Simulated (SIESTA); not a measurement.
# BeS: equation of state with LDA

Crystal: BeS.

```
S Be
1.0
     0.00000    2.42500    2.42500
     2.42500    0.00000    2.42500
     2.42500    2.42500    0.00000
S Be
1 1
Direct
  0.75000 0.75000 0.75000
  0.00000 0.00000 0.00000
```

| Quantity | Value |
| --- | --- |
| Program | SIESTA 5.4.2 |
| Task | equation of state |
| Functional | LDA |
| Potentials or basis | PseudoDojo 0.4 standard (LDA files) |
| Basis | DZP (energy shift 0.003 Ry; two zetas on semicore shells) |
| Grid cutoff | 800 Ry |
| Energy shift | 0.003 Ry |
| k mesh | 9 × 9 × 9 |
| Occupations | fermi-dirac, width 0.05 eV |
| Spin | no spin polarisation |

```
Equilibrium volume                      : 13.72 Å³/atom
Bulk modulus                            : 106 GPa
Pressure derivative of the bulk modulus : 3.9
```

Energy against volume, from the lowest point:
| volume (Å³/atom) | energy (meV/atom) |
| --- | --- |
| 13.405 | 2.50 |
| 13.690 | 0.00 |
| 13.975 | 1.47 |
| 14.261 | 6.52 |
| 14.546 | 14.82 |
| 14.831 | 26.07 |
| 15.116 | 39.95 |

All runs of the series together: 3 min on 1 thread of Arm Neoverse V1, with other jobs on the host.

Caveat: short orbitals over semicore shells can move pressures by several GPa; the basis of atomic orbitals isn't converged, which shifts pressures, moduli and gaps. LDA usually gives volumes a few per cent too small.
